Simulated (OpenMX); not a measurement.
Crystal: HfO2.

```xyz
3
Lattice="0.0000 2.5575 2.5575 2.5575 0.0000 2.5575 2.5575 2.5575 0.0000" Properties=species:S:1:pos:R:3 pbc="T T T"
Hf    0.0000    0.0000    0.0000
O     3.8363    3.8363    3.8363
O     1.2788    1.2788    1.2788
```

Measurements of this composition are mostly on another form, of space group No. 14.

Base run:

* Program: OpenMX 3.8.5
* Functional: PBE
* Potentials or basis: OpenMX 2013 PBE set, Hf7.0-s3p2d2, O6.0-s2p2, grid cutoff 400 Ry
* k mesh: 9 × 9 × 9
* Occupations: fermi-dirac, width 0.05 eV
* Spin: no spin polarisation

Its results: band gap on the k mesh 3.59 eV, indirect (least direct gap 3.74 eV); pressure -2.1 GPa.

Question: The run is repeated on the same cell with these changes: potentials or basis from OpenMX 2013 PBE set, Hf7.0-s3p2d2, O6.0-s2p2, grid cutoff 400 Ry to OpenMX 2013 PBE set, Hf7.0-s3p2d2f1, O6.0-s2p2d1, grid cutoff 400 Ry. What comes out?

Answer: Band gap on the k mesh 3.87 eV, indirect (least direct gap 4.01 eV); pressure -6.5 GPa.

Caveats: spin-orbit coupling is left out, which moves the levels of the heavy elements; the basis of atomic orbitals isn't converged, which shifts pressures, moduli and gaps; an odd mesh through Γ misses points on the zone boundary, where band edges often lie (some runs).

Not every run made on this cell is shown here.
